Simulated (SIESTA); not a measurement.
Crystal: Ti.

```
Ti
1.0
    -1.64100    1.64100    1.64100
     1.64100   -1.64100    1.64100
     1.64100    1.64100   -1.64100
Ti
1
Direct
  0.00000 0.00000 0.00000
```

This isn't the form of Ti at room conditions, which is hcp.

Base run:

```yaml
Program: SIESTA 5.4.2
Functional: PBE
Potentials_or_basis: PseudoDojo 0.4 standard (PBE files)
Basis: DZ (energy shift 0.003 Ry; two zetas on semicore shells)
Grid_cutoff: 800 Ry
Energy_shift: 0.003 Ry
k_mesh: 11 × 11 × 11
Occupations: fermi-dirac, width 0.05 eV
Spin: no spin polarisation
```

Its results: band gap on the k mesh none (metal or under the smearing width); pressure -4.9 GPa.

Task: The run is repeated on the same cell with these changes: basis from DZ (energy shift 0.003 Ry; two zetas on semicore shells) to TZP (energy shift 0.003 Ry; two zetas on semicore shells). What comes out?

Result: Band gap on the k mesh none (metal or under the smearing width); pressure -2.6 GPa.

Caveats: the basis of atomic orbitals isn't converged, which shifts pressures, moduli and gaps; the basis has no polarisation orbitals (some runs).
